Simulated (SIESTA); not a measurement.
# MgO under changes of volume

One of the cells (10.016 Å³/atom); the others are scaled copies at fixed shape and fractional positions:

```xyz
2
Lattice="2.9380 0.0000 0.0000 -1.4690 2.5444 0.0000 0.0000 0.0000 2.6797" Properties=species:S:1:pos:R:3 pbc="T T T"
Mg    0.0000    0.0000    0.0000
O     0.0000    1.6963    1.3398
```

Measurements of this composition are mostly on another form, of space group No. 225.

| Property | Result |
| --- | --- |
| Program | SIESTA 5.4.2 |
| Functional | PBEsol |
| Potentials or basis | PseudoDojo 0.4 standard (PBEsol files) |
| Basis | DZP (energy shift 0.003 Ry; two zetas on semicore shells) |
| Grid cutoff | 800 Ry |
| Energy shift | 0.003 Ry |
| k mesh | 10 × 10 × 10 |
| Occupations | fermi-dirac, width 0.05 eV |
| Spin | no spin polarisation |

```tsv
volume (Å³/atom)	energy over the lowest point (meV/atom)	pressure (GPa)	gap on the mesh (eV)
9.415	14.68	9.1	3.37
9.615	5.62	5.4	3.20
9.816	0.90	2.2	3.04
10.016	0.00	-0.7	2.89
10.216	?	?	?
10.417	8.52	-6.0	2.61
10.617	17.39	-8.2	2.48
```

**Question.** What does the run at 10.216 Å³/atom give?

**Answer.** Energy over the lowest point 2.61 meV/atom; pressure -3.4 GPa; gap on the mesh 2.75 eV.

Worked out: A Birch-Murnaghan fit of order 3 (a polynomial in V^(-2/3)) to the other rows has its minimum at 9.96 Å³/atom with B0 = V·E''(V) = 144 GPa and B' = 3.5 at fixed shape and positions, which overstates the stiffness. It gives 2.63 meV/atom at 10.216 Å³/atom, against the run's 2.61, and -dE/dV = -3.5 GPa, against -3.4. A straight line through the other rows of the gap, of slope -7.38 eV per unit of ln V, gives 2.75 eV, against the run's 2.75.

Energies are extrapolated to zero smearing.

Caveats: the basis of atomic orbitals isn't converged, which shifts pressures, moduli and gaps.

A mesh can miss the band edges.
